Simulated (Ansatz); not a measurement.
Input of an Ansatz 0.2.0 run:

input.yaml

```yaml
crystal:
  lattice:
    - [3.1976457435, 0.0, 0.0]
    - [-1.5988228718, 2.7692424462, 0.0]
    - [0.0, 0.0, 5.22870971]
  atoms:
    - { symbol: Co, position: [0.3333333333, 0.6666666667, 0.50336241], spin: 2.0 }
    - { symbol: Co, position: [0.0, 0.0, 0.00347414], spin: 2.0 }
    - { symbol: O, position: [0.3333333333, 0.6666666667, 0.8715556] }
    - { symbol: O, position: [0.0, 0.0, 0.37160885] }
kpoints:
  mp_grid: { grid: [10, 10, 5] }
scf:
  occupations: { method: fermi_dirac, width: 0.05 }
hamiltonian:
  xc: pbe
  pseudopotentials: { kind: all_electron, lapw: { basis_error: 0.001 } }
magnetization:
  spin_polarized: true
output:
  forces: true
  stress: true
  eigenvalues: true
  populations: true
```

Potentials or basis: all-electron LAPW, scalar-relativistic.

Command:

```sh
$ ansatz run input.yaml --threads 4 --pin off --max-ram 12288MiB --backend cpu --events-out ev --progress --plain --runs-dir out
```

(1) What does it give for the absolute moment?

(2) What does it give for the site moments?

(3) Predict the net moment.

Answers

(1) 5.12 μB per cell.

(2) Co +2.28, -2.28; O -0.15, +0.15 μB.

(3) 0.00 μB per cell.

Caveat: the starting moments weren't kept.
